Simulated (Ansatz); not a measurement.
# MoSi2N4 bilayer (AA') in a perpendicular field, part 2 of 2

What dipole does a perpendicular field induce in the MoSi2N4 bilayer (AA'), and does the gap follow? A positive field points along +c.

Ansatz 0.2.0; plane-wave DFT, LDA, Ansatz PAW (set soft_1); PAW set soft_1.

So far, gap on the k-mesh (eV): step 2 (relaxation) 1.97; step 5 (atoms held, field -0.05 V/Å) 1.90; step 6 (atoms held, field 0.1 V/Å) 1.80; step 7 (atoms held, field 0.2 V/Å) 1.60; step 8 (single point, field 0.3 V/Å) 1.39.

### 9. Response, atoms held

This step: plane-wave DFT, LDA, Ansatz PAW (set soft_1); response to a field along the normal, atoms held; PAW set soft_1 (Ansatz 0.2.0).

The dipoles give the slope, and the difference of two potentials shows where the field is screened.

Numbers from this step:

| Property | Result |
| --- | --- |
| equivalent conductor thickness p/(ε₀AE) | 15.57 Å |
| distance between the outer atoms | 16.83 Å |

The dipole of the cell by applied field:

```
applied field (V/Å)  dipole of the cell (e·Å)
             -0.050                   -0.0306
              0.000                    5.9e-6
              0.050                    0.0306
              0.100                    0.0612
              0.200                     0.122
              0.300                     0.184
```

Local field over the applied field, running mean. From the potentials at -0.05 and 0.05 V/Å; running mean over 2.5 Å. Local field over applied field against z:

z (Å), local field over applied field and a bar:
```
      4.5      1.000 ##############################
      5.0      0.999 ##############################
      5.5      0.995 ##############################
      6.0      0.983 #############################
      6.5      0.948 ############################
      7.0      0.864 ##########################
      7.5      0.722 #####################
      8.0      0.558 ################
      8.5      0.399 ###########
      9.0      0.286 #######
      9.5      0.215 #####
     10.0      0.185 ####
     10.5      0.166 ###
     11.0      0.149 ###
     11.5      0.108 #
     12.0      0.076 
     12.5      0.062 
     13.0      0.076 
     13.5      0.109 ##
     14.0      0.149 ###
     14.5      0.165 ###
     15.0      0.184 ####
     15.5      0.213 #####
     16.0      0.273 #######
     16.5      0.342 #########
     17.0      0.404 ###########
     17.5      0.416 ###########
     18.0      0.388 ##########
     18.5      0.318 ########
     19.0      0.251 ######
     19.5      0.200 ####
     20.0      0.177 ####
     20.5      0.161 ###
     21.0      0.138 ##
     21.5      0.096 #
     22.0      0.069 
     22.5      0.064 
     23.0      0.084 #
     23.5      0.123 ##
     24.0      0.157 ###
     24.5      0.171 ####
     25.0      0.191 ####
     25.5      0.235 ######
     26.0      0.319 ########
     26.5      0.448 ############
     27.0      0.614 ##################
     27.5      0.774 #######################
     28.0      0.899 ###########################
     28.5      0.963 #############################
     29.0      0.989 ##############################
     29.5      0.997 ##############################
     30.0      0.999 ##############################
```

The induced electron density oscillates, so the rows of the table below give means over windows of 1 Å about each position, cut where the curve ends. Its first 14 maxima inside the range that stand out by 2 % of the span (Å: e/Å³ per V/Å): 8.1: 0.00375, 9.1: 0.00127, 10.4: 0.00145, 11.3: 0.00134, 13.2: 2.4e-4, 13.9: -3.8e-4, 15.2: 0.00210, 16.1: -4.2e-4, 18.1: 0.00312, 19.0: 0.00123, 20.3: 0.00145, 21.2: 0.00129, 23.1: 2.4e-4, 23.8: -3.3e-4. Its first 14 minima: 8.9: 4.2e-4, 9.7: -0.00214, 11.0: 3.3e-4, 11.8: -2.4e-4, 13.6: -0.00129, 14.5: -0.00145, 15.8: -0.00123, 16.7: -0.00312, 18.7: 4.2e-4, 19.6: -0.00210, 20.9: 3.8e-4, 21.6: -2.4e-4, 23.5: -0.00134, 24.4: -0.00145.

Electrons, planar mean, per unit field. Induced electron density against z; means over each step:

```
z (Å)  induced electron density (e/Å³ per V/Å)
    5                                   6.6e-6
    6                                   8.7e-5
    7                                   8.4e-4
    8                                  0.00308
    9                                   7.9e-4
   10                                  -5.0e-4
   11                                   9.0e-4
   12                                  -1.1e-5
   13                                   5.8e-6
   14                                  -9.2e-4
   15                                   5.7e-4
   16                                  -8.5e-4
   17                                 -0.00188
   18                                  0.00222
   19                                   2.5e-4
   20                                  -8.2e-5
   21                                   7.5e-4
   22                                  -5.9e-5
   23                                  -1.4e-4
   24                                  -9.7e-4
   25                                   8.1e-4
   26                                 -0.00139
   27                                 -0.00284
   28                                  -6.0e-4
   29                                  -5.8e-5
   30                                  -4.3e-6
```

The smaller of the gaps on the path and on the k-mesh, counted as 0 under 0.03 eV. Table of gap by applied field:

```
applied field (V/Å)  gap (eV)
             -0.050      1.90
              0.000      1.97
              0.050      1.90
              0.100      1.80
              0.200      1.60
              0.300      1.39
```

By hand: between -0.05 and 0.05 V/Å the dipole changes by 0.06122 e·Å, a slope of 0.6122 e·Å²/V. A perfect conductor of thickness t has p = ε₀AEt, so t = 180.95 × 0.6122 / 7.116 = 15.57 Å (e/ε₀ = 180.95 V·Å, A in Å²).

The induced dipole is that of a conductor 15.57 Å thick.

### 10. The same run with other settings

This step: plane-wave DFT, LDA, Ansatz PAW (Ansatz 0.2.0).

An input spoilt on purpose, to show how the run answers: it repeats the earlier run at 0.05 V/Å with efield.amplitude from 0.05 to 0 and efield.dipole_correction from true to false, and scf.max_iter set to 50.

File input.yaml:

```yaml
crystal:
  lattice:
    - [2.8664988718, 0.0, 0.0]
    - [-1.4332494359, 2.4824608429, 0.0]
    - [0.0, 0.0, 34.831976921]
  atoms:
    - { symbol: "N", position: [0.0, 0.0, 0.2583832672] }
    - { symbol: Si, position: [0.3333333333, 0.6666666667, 0.2730061757] }
    - { symbol: "N", position: [0.3333333333, 0.6666666667, 0.3229817289] }
    - { symbol: Mo, position: [0.0, 0.0, 0.3585530235] }
    - { symbol: "N", position: [0.3333333333, 0.6666666667, 0.394129253] }
    - { symbol: Si, position: [0.3333333333, 0.6666666667, 0.4441024148] }
    - { symbol: "N", position: [0.0, 0.0, 0.4586419202] }
    - { symbol: "N", position: [0.3333333333, 0.6666666667, 0.5413580798] }
    - { symbol: Si, position: [0.0, 0.0, 0.5558975852] }
    - { symbol: "N", position: [0.0, 0.0, 0.605870747] }
    - { symbol: Mo, position: [0.3333333333, 0.6666666667, 0.6414469765] }
    - { symbol: "N", position: [0.0, 0.0, 0.6770182711] }
    - { symbol: Si, position: [0.0, 0.0, 0.7269938243] }
    - { symbol: "N", position: [0.3333333333, 0.6666666667, 0.7416167328] }
kpoints:
  mp_grid: { grid: [18, 18, 1] }
  band_path:
    path: [[0, 0, 0], [0.5, 0, 0], [0.33333333, 0.33333333, 0], [0, 0, 0]]
    npoints: 16
hamiltonian:
  xc: lda
  pseudopotentials: { kind: paw, azcp: { folder: soft_1 }, xc_functional: pbe }
scf:
  occupations: { method: fermi_dirac, width: 0.02585 }
  convergence: { dr2_threshold: 1.0e-10 }
  max_iter: 50
efield:
  axis: 3
  dipole_correction: false
  ramp_position: 0.97
  ramp_width: 0.06
  amplitude: 0
output:
  write_potential: true
  write_density: true
  volumetric_format: npy
```

Started as:

```sh
ansatz run input.yaml --threads 4 --pin off --max-ram 6144MiB --backend cpu --events-out ev --progress --plain --runs-dir out
```

It took 0.03 s on 4 threads of Arm Neoverse N1, shared host; peak memory 0.032 GiB.

The program refused the input before any cycle.

The program's message: “Error: invalid value for `efield.amplitude`: is zero with dipole_correction: false — the section would apply nothing; set a non-zero amplitude, enable dipole_correction, or remove the block”

The fault put into the input: a field block that applies nothing.

### 11. The same run with other settings

This step: plane-wave DFT, LDA, Ansatz PAW (set soft_1) (Ansatz 0.2.0).

An input spoilt on purpose, to show how the run answers: it repeats the earlier run at 0.05 V/Å with efield.amplitude from 0.05 to 3.0, and scf.max_iter set to 60.

input.yaml, as its differences from that of step 10:

```diff
@@ -31,9 +31,9 @@
   convergence: { dr2_threshold: 1.0e-10 }
-  max_iter: 50
+  max_iter: 60
 efield:
   axis: 3
-  dipole_correction: false
+  dipole_correction: true
   ramp_position: 0.97
   ramp_width: 0.06
-  amplitude: 0
+  amplitude: 3.0
 output:
```

Run time: 98 s. Hardware: 4 threads; peak memory 0.88 GiB.

```
                     quantity  this run  earlier run  difference
dipole along the normal (e·Å)     2.118      0.03061         2.1
```

The applied field differs between the two, so the dipoles differ in any case.

In so strong a field the program warns of density in the ramp of the sawtooth; these numbers are not the system's.

### 12. What came out

```yaml
gap_without_field: 1.97 eV
ionisation_energy_upper_face: 5.66 eV
electron_affinity_upper_face: 3.69 eV
equivalent_conductor_thickness_atoms_held: 15.6 Å
```

**Reading.** The induced dipole equals that of a perfect conductor 15.57 Å thick, while the outer atoms lie 16.83 Å apart; an out-of-plane ε follows only once a thickness t is chosen, by 1 − 1/ε = 15.57 Å / t. The gap goes from 1.97 eV to 1.39 eV at 0.3 V/Å. With the field reversed the gap is 1.90 eV at -0.05 V/Å. Semilocal functionals give gaps that are too small, and excitons are not included. Spin-orbit coupling is left out, which matters for the bands of elements this heavy. The outer anions sit over the metal atoms, one of several polytypes of such layers and not the lowest for every compound.

[Logs are printed without paths, hosts, clocks, repeated set-up lines and the standing remarks that a program may print on its own settings, such as how far it seeks lower states.]

[Hosts, paths, dates, database ids (printed as entryN), source tags and the programs' standing remarks are cut or masked in the printed files.]

[Maps of the electrostatic potential energy from Ansatz leave out the sawtooth potential of an applied field or a dipole correction, so their vacuum need not be flat; planar profiles and work functions include it.]
